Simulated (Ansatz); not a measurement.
The system is CdTe.

```
Te Cd
1.0
     0.00000    3.20500    3.20500
     3.20500    0.00000    3.20500
     3.20500    3.20500    0.00000
Te Cd
1 1
Direct
  0.75000 0.75000 0.75000
  0.00000 0.00000 0.00000
```

| Item | Value |
| --- | --- |
| Program | Ansatz 0.2.0 |
| Task | relaxation of cell and atoms |
| Functional | revPBE |
| Dispersion | D4 |
| Potentials or basis | all-electron LAPW, scalar-relativistic |
| Basis error allowed | 0.001 eV/atom |
| k mesh | 7 × 7 × 7 |
| Occupations | fermi-dirac, width 0.05 eV |
| Spin | no spin polarisation |

At the start: volume 32.92 Å³/atom.

Q: Where does the relaxation end?

A: Over 5 steps the energy falls by 10.3 meV/atom and the volume is 34.54 Å³/atom (+4.9 %); space group F-43m (No. 216, to 0.05 Å).

Step by step:
```
step  energy change (eV)  largest force (eV/Å)  volume (Å³)
   1              0.0000                0.0000        65.84
   2             -0.0151                0.0000        70.88
   3             -0.0205                0.0000        69.25
   4             -0.0205                0.0000        69.08
   5             -0.0205                0.0000        69.08
```

Final structure:
```cif
data_structure
_symmetry_space_group_name_H-M 'P 1'
_symmetry_Int_Tables_number 1
_cell_length_a 4.6056
_cell_length_b 4.6056
_cell_length_c 4.6056
_cell_angle_alpha 60.000
_cell_angle_beta 60.000
_cell_angle_gamma 60.000
_cell_volume 69.08
loop_
_atom_site_label
_atom_site_type_symbol
_atom_site_fract_x
_atom_site_fract_y
_atom_site_fract_z
_atom_site_occupancy
Te1 Te 0.75000 0.75000 0.75000 1
Cd1 Cd 0.00000 0.00000 0.00000 1
```
